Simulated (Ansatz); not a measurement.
# Converging the field response of a SrCl2 (111) film, part 2 of 3

Which settings does the induced dipole of a SrCl2 (111) film need, and which can be cut?

Ansatz 0.2.0; plane-wave DFT, PBE, Ansatz PAW (the session's first sound run).

So far, equivalent conductor thickness p/(ε₀AE) (Å): step 2 (run, setting first choice) 8.17; step 6 (run, box 28.1 Å (run 3)) 8.52; step 7 (single point, box 28.1 Å (run 2)) 8.18; step 8 (run, box 28.1 Å (run 4)) 8.17; step 9 (run, box 28.1 Å (run 5)) 8.17.

## Step 10: Single point, box 20.1 Å

The cell differs from the one that the last finished run ended in (c 28.075 → 20.075 Å).

input.yaml reads:

```yaml
crystal:
  lattice:
    - [4.93560533, 0.0, 0.0]
    - [-2.46780267, 4.2743596, 0.0]
    - [0.0, 0.0, 20.0747621974]
  atoms:
    - { symbol: Cl, position: [0.66666667, 0.33333333, 0.2490689529] }
    - { symbol: Sr, position: [0.33333333, 0.66666667, 0.2992551623] }
    - { symbol: Cl, position: [0.0, 0.0, 0.3494413717] }
    - { symbol: Cl, position: [0.33333333, 0.66666667, 0.4498137906] }
    - { symbol: Sr, position: [0.0, 0.0, 0.5] }
    - { symbol: Cl, position: [0.66666667, 0.33333333, 0.5501862094] }
    - { symbol: Cl, position: [0.0, 0.0, 0.6505586283] }
    - { symbol: Sr, position: [0.66666667, 0.33333333, 0.7007448377] }
    - { symbol: Cl, position: [0.33333333, 0.66666667, 0.7509310471] }
kpoints:
  mp_grid: { grid: [6, 6, 1] }
hamiltonian:
  xc: pbe
scf:
  occupations: { method: fixed }
  convergence: { dr2_threshold: 1.0e-10 }
efield:
  axis: 3
  dipole_correction: true
  ramp_position: 0.97
  ramp_width: 0.06
  amplitude: 0.1
output:
  write_potential: true
  write_density: true
  volumetric_format: npy
```

The run is started by

```bash
ansatz run input.yaml --threads 2 --pin off --max-ram 3072MiB --backend cpu --events-out ev --progress --plain --runs-dir out
```

Numbers of over 12 decimals in the logs are rounded to 6 here.

The log of the run:

```text
[...]
Crystal: 9 atoms, lattice volume = 423.508 Å³
Basis set: ecut = 420 eV, 8305 PW (Γ)
Bands: 45, of which v1, the nominal top of the filled ones, is band 36 counted from 1 (35 counted from 0)
Symmetry: 6 space group operations
k-points: 7 of 36 (time reversal used)
[...]
k-point 0: bands = [... 32 lower, -1.3952, -1.1745, -1.1384, -1.1384, 4.1255, 4.6196, 5.2829, 5.2829, ... 5 higher]
  k-point 1: bands = [... 32 lower, -1.3509, -1.1580, -1.1456, -1.0781, 4.4633, 4.9058, 5.3355, 5.4488, ... 5 higher]
  k-point 2: bands = [... 32 lower, -1.2335, -1.2257, -1.1282, -0.9223, 4.9260, 5.1432, 5.3069, 5.5701, ... 5 higher]
  k-point 6: bands = [... 32 lower, -1.2259, -1.0842, -1.0710, -0.9300, 5.2730, 5.3013, 5.4683, 5.6378, ... 5 higher]
[key lines of the parts left out:]
SCF converged after 11 iterations
Free energy (F): -17131.743292 eV
Fermi energy:    -0.851875 eV
Dipole field:    D = 0.040684 V/Å  (p = 0.095219 e·Å, saw-weighted, corrected)
```

It took 17 s on 2 threads of Arm Neoverse N1, shared host; peak memory 0.57 GiB; 32 s of CPU time.

The dipole corresponds to a conductor 8.167 Å thick, -0.03 % from the first choice, at 0.72 times its CPU time.

## Step 11: Run, box 24.1 Å

The cell differs from the one that the last finished run ended in (c 20.075 → 24.075 Å).

input.yaml, the sections that differ from step 10:

```yaml
crystal:
  lattice:
    - [4.93560533, 0.0, 0.0]
    - [-2.46780267, 4.2743596, 0.0]
    - [0.0, 0.0, 24.0747621974]
  atoms:
    - { symbol: Cl, position: [0.66666667, 0.33333333, 0.2907609198] }
    - { symbol: Sr, position: [0.33333333, 0.66666667, 0.3326087358] }
    - { symbol: Cl, position: [0.0, 0.0, 0.3744565519] }
    - { symbol: Cl, position: [0.33333333, 0.66666667, 0.458152184] }
    - { symbol: Sr, position: [0.0, 0.0, 0.5] }
    - { symbol: Cl, position: [0.66666667, 0.33333333, 0.541847816] }
    - { symbol: Cl, position: [0.0, 0.0, 0.6255434481] }
    - { symbol: Sr, position: [0.66666667, 0.33333333, 0.6673912642] }
    - { symbol: Cl, position: [0.33333333, 0.66666667, 0.7092390802] }
# kpoints, hamiltonian, scf, efield, output: as in step 10
```

The log of the run:

```text
[...]
Crystal: 9 atoms, lattice volume = 507.894 Å³
Basis set: ecut = 420 eV, 9915 PW (Γ)
Bands: 45, of which v1, the nominal top of the filled ones, is band 36 counted from 1 (35 counted from 0)
Symmetry: 6 space group operations
k-points: 7 of 36 (time reversal used)
[...]
k-point 0: bands = [... 32 lower, -2.3971, -2.1765, -2.1404, -2.1404, 3.1274, 3.5922, 4.2810, 4.2810, ... 5 higher]
  k-point 1: bands = [... 32 lower, -2.3529, -2.1600, -2.1476, -2.0801, 3.4608, 3.8908, 4.3323, 4.4469, ... 5 higher]
  k-point 2: bands = [... 32 lower, -2.2354, -2.2277, -2.1302, -1.9243, 3.9215, 4.1434, 4.3049, 4.5666, ... 5 higher]
  k-point 6: bands = [... 32 lower, -2.2278, -2.0862, -2.0730, -1.9319, 4.2712, 4.2997, 4.4665, 4.6350, ... 5 higher]
[key lines of the parts left out:]
SCF converged after 11 iterations
Free energy (F): -17131.742990 eV
Fermi energy:    -1.853865 eV
Dipole field:    D = 0.033935 V/Å  (p = 0.095248 e·Å, saw-weighted, corrected)
```

Run time: 20 s. Hardware: 2 threads; peak memory 0.64 GiB.

The dipole corresponds to a conductor 8.170 Å thick, +0.00 % from the first choice, at 0.86 times its CPU time.

## Step 12: Run, box 36.1 Å

The cell differs from the one that the last finished run ended in (c 24.075 → 36.075 Å).

input.yaml, the sections that differ from step 11:

```yaml
crystal:
  lattice:
    - [4.93560533, 0.0, 0.0]
    - [-2.46780267, 4.2743596, 0.0]
    - [0.0, 0.0, 36.0747621974]
  atoms:
    - { symbol: Cl, position: [0.66666667, 0.33333333, 0.3603627358] }
    - { symbol: Sr, position: [0.33333333, 0.66666667, 0.3882901887] }
    - { symbol: Cl, position: [0.0, 0.0, 0.4162176415] }
    - { symbol: Cl, position: [0.33333333, 0.66666667, 0.4720725472] }
    - { symbol: Sr, position: [0.0, 0.0, 0.5] }
    - { symbol: Cl, position: [0.66666667, 0.33333333, 0.5279274528] }
    - { symbol: Cl, position: [0.0, 0.0, 0.5837823585] }
    - { symbol: Sr, position: [0.66666667, 0.33333333, 0.6117098113] }
    - { symbol: Cl, position: [0.33333333, 0.66666667, 0.6396372642] }
# kpoints, hamiltonian, scf, efield, output: as in step 11
```

The log of the run:

```text
[...]
Crystal: 9 atoms, lattice volume = 761.053 Å³
Basis set: ecut = 420 eV, 14851 PW (Γ)
Bands: 45, of which v1, the nominal top of the filled ones, is band 36 counted from 1 (35 counted from 0)
Symmetry: 6 space group operations
k-points: 7 of 36 (time reversal used)
[...]
k-point 0: bands = [... 32 lower, -4.0697, -3.8491, -3.8130, -3.8130, 1.4543, 1.9162, 2.6083, 2.6083, ... 5 higher]
  k-point 1: bands = [... 32 lower, -4.0254, -3.8326, -3.8202, -3.7527, 1.7868, 2.2164, 2.6581, 2.7742, ... 5 higher]
  k-point 2: bands = [... 32 lower, -3.9080, -3.9002, -3.8028, -3.5969, 2.2485, 2.4699, 2.6322, 2.8935, ... 5 higher]
  k-point 6: bands = [... 32 lower, -3.9004, -3.7587, -3.7455, -3.6045, 2.5987, 2.6270, 2.7940, 2.9619, ... 5 higher]
[key lines of the parts left out:]
SCF converged after 11 iterations
Free energy (F): -17131.743327 eV
Fermi energy:    -3.526422 eV
Dipole field:    D = 0.022646 V/Å  (p = 0.095244 e·Å, saw-weighted, corrected)
```

Run time: 30 s. Hardware: 2 threads; peak memory 0.85 GiB; 59 s of CPU time.

The dipole corresponds to a conductor 8.169 Å thick, -0.00 % from the first choice, at 1.3 times its CPU time.

## Step 13: Single point, box 28.1 Å (run 3)

input.yaml, the sections that differ from step 12:

```yaml
crystal:
  lattice:
    - [4.93560533, 0.0, 0.0]
    - [-2.46780267, 4.2743596, 0.0]
    - [0.0, 0.0, 28.0747621974]
  atoms:
    - { symbol: Cl, position: [0.66666667, 0.33333333, 0.3205726174] }
    - { symbol: Sr, position: [0.33333333, 0.66666667, 0.3564580939] }
    - { symbol: Cl, position: [0.0, 0.0, 0.3923435704] }
    - { symbol: Cl, position: [0.33333333, 0.66666667, 0.4641145235] }
    - { symbol: Sr, position: [0.0, 0.0, 0.5] }
    - { symbol: Cl, position: [0.66666667, 0.33333333, 0.5358854765] }
    - { symbol: Cl, position: [0.0, 0.0, 0.6076564296] }
    - { symbol: Sr, position: [0.66666667, 0.33333333, 0.6435419061] }
    - { symbol: Cl, position: [0.33333333, 0.66666667, 0.6794273826] }
efield:
  axis: 3
  dipole_correction: true
  ramp_position: 0.97
  ramp_width: 0.06
  amplitude: 0.005
# kpoints, hamiltonian, scf, output: as in step 12
```

The log of the run:

```text
[...]
Crystal: 9 atoms, lattice volume = 592.281 Å³
Basis set: ecut = 420 eV, 11595 PW (Γ)
Bands: 45, of which v1, the nominal top of the filled ones, is band 36 counted from 1 (35 counted from 0)
Symmetry: 6 space group operations
k-points: 7 of 36 (time reversal used)
[...]
k-point 0: bands = [... 32 lower, -3.0668, -2.9764, -2.9260, -2.9260, 2.5218, 2.7890, 3.6068, 3.6068, ... 5 higher]
  k-point 1: bands = [... 32 lower, -2.9939, -2.9341, -2.9159, -2.8919, 2.9071, 3.0359, 3.7035, 3.7634, ... 5 higher]
  k-point 2: bands = [... 32 lower, -2.9880, -2.9405, -2.8511, -2.7190, 3.2544, 3.5309, 3.6308, 3.7094, ... 5 higher]
  k-point 6: bands = [... 32 lower, -2.9532, -2.8265, -2.7730, -2.7632, 3.5921, 3.5942, 3.8498, 3.9867, ... 5 higher]
[key lines of the parts left out:]
SCF converged after 11 iterations
Free energy (F): -17131.738418 eV
Fermi energy:    -2.635035 eV
Dipole field:    D = 0.001455 V/Å  (p = 0.004762 e·Å, saw-weighted, corrected)
```

Elapsed: 22 s, on 2 threads; peak memory 0.71 GiB; 44 s of CPU time.

The dipole corresponds to a conductor 8.169 Å thick, -0.01 % from the first choice, at 0.97 times its CPU time.

## Step 14: Single point, box 28.1 Å (run 4)

input.yaml: that of step 13 with these lines changed.

```diff
@@ -27,3 +27,3 @@
   ramp_width: 0.06
-  amplitude: 0.005
+  amplitude: 0.03
 output:
```

The log of the run:

```text
[...]
Crystal: 9 atoms, lattice volume = 592.281 Å³
Basis set: ecut = 420 eV, 11595 PW (Γ)
Bands: 45, of which v1, the nominal top of the filled ones, is band 36 counted from 1 (35 counted from 0)
Symmetry: 6 space group operations
k-points: 7 of 36 (time reversal used)
[...]
k-point 0: bands = [... 32 lower, -3.0730, -2.9664, -2.9179, -2.9179, 2.5094, 2.7991, 3.6027, 3.6027, ... 5 higher]
  k-point 1: bands = [... 32 lower, -3.0065, -2.9280, -2.9089, -2.8794, 2.8818, 3.0590, 3.6910, 3.7642, ... 5 higher]
  k-point 2: bands = [... 32 lower, -2.9837, -2.9383, -2.8552, -2.7096, 3.2500, 3.5203, 3.6160, 3.7344, ... 5 higher]
  k-point 6: bands = [... 32 lower, -2.9379, -2.8244, -2.7932, -2.7360, 3.5852, 3.5970, 3.8363, 3.9840, ... 5 higher]
[key lines of the parts left out:]
SCF converged after 11 iterations
Free energy (F): -17131.738835 eV
Fermi energy:    -2.627938 eV
Dipole field:    D = 0.008729 V/Å  (p = 0.028572 e·Å, saw-weighted, corrected)
```

The job ended after 23 s (2 threads; peak memory 0.71 GiB; 44 s of CPU time).

The dipole corresponds to a conductor 8.169 Å thick, -0.00 % from the first choice, at 0.98 times its CPU time.

## Step 15: Run, box 28.1 Å (run 6)

input.yaml: that of step 14 with these lines changed.

```diff
@@ -27,3 +27,3 @@
   ramp_width: 0.06
-  amplitude: 0.03
+  amplitude: 0.3
 output:
```

The log of the run:

```text
[...]
Crystal: 9 atoms, lattice volume = 592.281 Å³
Basis set: ecut = 420 eV, 11595 PW (Γ)
Bands: 45, of which v1, the nominal top of the filled ones, is band 36 counted from 1 (35 counted from 0)
Symmetry: 6 space group operations
k-points: 7 of 36 (time reversal used)
[...]
k-point 0: bands = [... 32 lower, -3.1844, -2.6017, -2.6017, -2.5965, 1.9453, 2.7075, 3.1407, 3.3524, ... 5 higher]
  k-point 1: bands = [... 32 lower, -3.1560, -2.6470, -2.6352, -2.4976, 2.2239, 2.9717, 3.3460, 3.4671, ... 5 higher]
  k-point 2: bands = [... 32 lower, -3.0504, -2.7264, -2.6436, -2.3619, 2.8153, 3.1263, 3.5473, 3.6586, ... 5 higher]
  k-point 6: bands = [... 32 lower, -3.0545, -2.6368, -2.5627, -2.3629, 3.3416, 3.4166, 3.4414, 3.8793, ... 5 higher]
[key lines of the parts left out:]
SCF converged after 11 iterations
Free energy (F): -17131.781275 eV
Fermi energy:    -2.309168 eV
Dipole field:    D = 0.087332 V/Å  (p = 0.285852 e·Å, saw-weighted, corrected)
```

Run time: 23 s. Hardware: 2 threads; peak memory 0.71 GiB.

The dipole corresponds to a conductor 8.173 Å thick, +0.04 % from the first choice, at 1.0 times its CPU time.

## Step 16: Run, box 28.1 Å (run 7)

input.yaml: that of step 15 with these lines changed.

```diff
@@ -21,3 +21,3 @@
   occupations: { method: fixed }
-  convergence: { dr2_threshold: 1.0e-10 }
+  convergence: { dr2_threshold: 0.0001 }
 efield:
@@ -27,3 +27,3 @@
   ramp_width: 0.06
-  amplitude: 0.3
+  amplitude: 0.1
 output:
```

The log of the run:

```text
[...]
Crystal: 9 atoms, lattice volume = 592.281 Å³
Basis set: ecut = 420 eV, 11595 PW (Γ)
Bands: 45, of which v1, the nominal top of the filled ones, is band 36 counted from 1 (35 counted from 0)
Symmetry: 6 space group operations
k-points: 7 of 36 (time reversal used)
[...]
k-point 0: bands = [... 32 lower, -3.1138, -2.8932, -2.8572, -2.8572, 2.4109, 2.8729, 3.5643, 3.5643, ... 5 higher]
  k-point 1: bands = [... 32 lower, -3.0694, -2.8768, -2.8644, -2.7968, 2.7436, 3.1728, 3.6148, 3.7302, ... 5 higher]
  k-point 2: bands = [... 32 lower, -2.9520, -2.9445, -2.8470, -2.6410, 3.2046, 3.4264, 3.5881, 3.8496, ... 5 higher]
  k-point 6: bands = [... 32 lower, -2.9444, -2.8029, -2.7897, -2.6487, 3.5543, 3.5829, 3.7502, 3.9180, ... 5 higher]
[key lines of the parts left out:]
SCF converged after 7 iterations
Free energy (F): -17131.743169 eV
Fermi energy:    -2.570596 eV
Dipole field:    D = 0.029090 V/Å  (p = 0.095215 e·Å, saw-weighted, corrected)
```

It took 21 s on 2 threads; peak memory 0.7 GiB; 41 s of CPU time.

The dipole corresponds to a conductor 8.167 Å thick, -0.03 % from the first choice, at 0.92 times its CPU time.

## Step 17: Run, box 28.1 Å (run 8)

input.yaml: that of step 16 with these lines changed.

```diff
@@ -21,3 +21,3 @@
   occupations: { method: fixed }
-  convergence: { dr2_threshold: 0.0001 }
+  convergence: { dr2_threshold: 1.0e-06 }
 efield:
```

The log of the run:

```text
[...]
Crystal: 9 atoms, lattice volume = 592.281 Å³
Basis set: ecut = 420 eV, 11595 PW (Γ)
Bands: 45, of which v1, the nominal top of the filled ones, is band 36 counted from 1 (35 counted from 0)
Symmetry: 6 space group operations
k-points: 7 of 36 (time reversal used)
[...]
k-point 0: bands = [... 32 lower, -3.1135, -2.8929, -2.8568, -2.8568, 2.4109, 2.8731, 3.5646, 3.5646, ... 5 higher]
  k-point 1: bands = [... 32 lower, -3.0693, -2.8764, -2.8640, -2.7965, 2.7436, 3.1730, 3.6150, 3.7305, ... 5 higher]
  k-point 2: bands = [... 32 lower, -2.9518, -2.9441, -2.8466, -2.6407, 3.2048, 3.4265, 3.5884, 3.8499, ... 5 higher]
  k-point 6: bands = [... 32 lower, -2.9442, -2.8026, -2.7894, -2.6484, 3.5548, 3.5832, 3.7503, 3.9182, ... 5 higher]
[key lines of the parts left out:]
SCF converged after 8 iterations
Free energy (F): -17131.743169 eV
Fermi energy:    -2.570277 eV
Dipole field:    D = 0.029096 V/Å  (p = 0.095237 e·Å, saw-weighted, corrected)
```

Run time: 22 s. Hardware: 2 threads; peak memory 0.71 GiB.

The dipole corresponds to a conductor 8.169 Å thick, -0.01 % from the first choice, at 0.95 times its CPU time.

## Step 18: Run, box 28.1 Å (run 9)

input.yaml: that of step 17 with these lines changed.

```diff
@@ -21,3 +21,3 @@
   occupations: { method: fixed }
-  convergence: { dr2_threshold: 1.0e-06 }
+  convergence: { dr2_threshold: 1.0e-08 }
 efield:
```

The log of the run:

```text
[...]
Crystal: 9 atoms, lattice volume = 592.281 Å³
Basis set: ecut = 420 eV, 11595 PW (Γ)
Bands: 45, of which v1, the nominal top of the filled ones, is band 36 counted from 1 (35 counted from 0)
Symmetry: 6 space group operations
k-points: 7 of 36 (time reversal used)
[...]
k-point 0: bands = [... 32 lower, -3.1135, -2.8929, -2.8567, -2.8567, 2.4109, 2.8731, 3.5646, 3.5646, ... 5 higher]
  k-point 1: bands = [... 32 lower, -3.0692, -2.8764, -2.8640, -2.7964, 2.7436, 3.1731, 3.6150, 3.7305, ... 5 higher]
  k-point 2: bands = [... 32 lower, -2.9518, -2.9440, -2.8466, -2.6407, 3.2048, 3.4265, 3.5884, 3.8499, ... 5 higher]
  k-point 6: bands = [... 32 lower, -2.9442, -2.8025, -2.7893, -2.6483, 3.5549, 3.5832, 3.7503, 3.9182, ... 5 higher]
[key lines of the parts left out:]
SCF converged after 9 iterations
Free energy (F): -17131.743169 eV
Fermi energy:    -2.570216 eV
Dipole field:    D = 0.029101 V/Å  (p = 0.095250 e·Å, saw-weighted, corrected)
```

Wall time 21 s (2 threads); peak memory 0.71 GiB; 41 s of CPU time.

The dipole corresponds to a conductor 8.170 Å thick, +0.00 % from the first choice, at 0.92 times its CPU time.

## Step 19: Single point, box 28.1 Å (run 5)

This step: plane-wave DFT, LDA, Ansatz PAW (Ansatz 0.2.0).

input.yaml: that of step 18 with these lines changed.

```diff
@@ -18,6 +18,6 @@
 hamiltonian:
-  xc: pbe
+  xc: lda
 scf:
   occupations: { method: fixed }
-  convergence: { dr2_threshold: 1.0e-08 }
+  convergence: { dr2_threshold: 1.0e-10 }
 efield:
```

The log of the run:

```text
[...]
Crystal: 9 atoms, lattice volume = 592.281 Å³
Basis set: ecut = 420 eV, 11595 PW (Γ)
Bands: 45, of which v1, the nominal top of the filled ones, is band 36 counted from 1 (35 counted from 0)
Symmetry: 6 space group operations
k-points: 7 of 36 (time reversal used)
[...]
k-point 0: bands = [... 32 lower, -3.3391, -3.1309, -3.0839, -3.0839, 1.9407, 2.4315, 3.1028, 3.1028, ... 5 higher]
  k-point 1: bands = [... 32 lower, -3.2968, -3.1034, -3.0910, -3.0285, 2.3394, 2.7299, 3.1629, 3.2712, ... 5 higher]
  k-point 2: bands = [... 32 lower, -3.1754, -3.1735, -3.0736, -2.8644, 2.7073, 3.0518, 3.1213, 3.4079, ... 5 higher]
  k-point 6: bands = [... 32 lower, -3.1678, -3.0261, -3.0146, -2.8746, 3.0417, 3.1041, 3.2960, 3.5176, ... 5 higher]
[key lines of the parts left out:]
SCF converged after 11 iterations
Free energy (F): -16619.260995 eV
Fermi energy:    -2.789963 eV
Dipole field:    D = 0.029497 V/Å  (p = 0.096548 e·Å, saw-weighted, corrected)
```

The job ended after 23 s (2 threads; peak memory 0.69 GiB; 44 s of CPU time).

The dipole corresponds to a conductor 8.281 Å thick, +1.37 % from the first choice, at 0.99 times its CPU time.

(Part 2 of 3 ends here.)

[Logs are printed without paths, hosts, clocks, repeated set-up lines and the standing remarks that a program may print on its own settings, such as how far it seeks lower states.]

[Hosts, paths, dates, database ids (printed as entryN), source tags and the programs' standing remarks are cut or masked in the printed files.]

[Maps of the electrostatic potential energy from Ansatz leave out the sawtooth potential of an applied field or a dipole correction, so their vacuum need not be flat; planar profiles and work functions include it.]
